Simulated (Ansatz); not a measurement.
# KCl: the cost of one run

Computed with Ansatz 0.2.0 (DFT PBE, scalar-relativistic, unless a step's input says otherwise).

## Step 1: The system as given

The structure is cubic, space group Fm-3m (No. 225). Conventional cell: a = 6.312 Å, b = 6.312 Å, c = 6.312 Å, α = 90.00°, β = 90.00°, γ = 90.00°. K (site symmetry m-3m) is surrounded by 6 Cl at 3.16 Å. Cl (site symmetry m-3m) is surrounded by 6 K at 3.16 Å.

Coordinates:

```cif
data_structure
_symmetry_space_group_name_H-M 'Fm-3m'
_symmetry_Int_Tables_number 225
_cell_length_a 6.3122
_cell_length_b 6.3122
_cell_length_c 6.3122
_cell_angle_alpha 90.000
_cell_angle_beta 90.000
_cell_angle_gamma 90.000
_cell_volume 251.50
loop_
_atom_site_label
_atom_site_type_symbol
_atom_site_symmetry_multiplicity
_atom_site_Wyckoff_symbol
_atom_site_fract_x
_atom_site_fract_y
_atom_site_fract_z
_atom_site_occupancy
K1 K 4 a 0.00000 0.00000 0.00000 1
Cl1 Cl 4 b 0.50000 0.00000 0.00000 1
```

The file gives the conventional cell by its symmetry; the runs use the cell typed in the input.

Atoms are numbered in the order of the input: K1, Cl2.

## Step 2: The deformed structure

Space group Fm-3m before, I4/mmm after.

## Step 3: LAPW, all electrons

input.yaml reads:

```yaml
crystal:
  lattice:
    - [0.0, 3.1561, 3.250783]
    - [3.1561, 0.0, 3.250783]
    - [3.1561, 3.1561, 0.0]
  atoms:
    - { symbol: K, position: [0.0, 0.0, 0.0] }
    - { symbol: Cl, position: [0.5, 0.5, 0.5] }
kpoints:
  mp_grid: { grid: [7, 7, 7] }
  band_path:
    path:
      - [0.0, 0.0, 0.0]
      - [0.0, 0.5, 0.5]
      - [0.25, 0.75, 0.5]
      - [0.0, 0.5, 0.0]
      - [0.0, 0.0, 0.0]
      - [0.5, 0.5, 0.0]
      - [0.3678244886, 0.6321755114, 0.0]
      - [-0.3678244886, 0.3678244886, 0.0]
      - [0.0, 0.0, 0.0]
    npoints: 5
scf:
  occupations: { method: fermi_dirac, width: 0.03 }
hamiltonian:
  xc: pbe
  pseudopotentials: { kind: all_electron, lapw: { basis_error: 0.001 } }
output:
  forces: true
  stress: true
  eigenvalues: true
```

Started as:

```
$ ansatz run input.yaml --threads 1 --pin off --max-ram 3072MiB --backend cpu --events-out ev --progress --plain --runs-dir out
```

**Question.** How long does this run take on 1 thread of Intel Xeon Platinum 8488C (Sapphire Rapids), shared host, and how much memory does it need?

About 4.6 s, with a peak of 0.29 GiB.
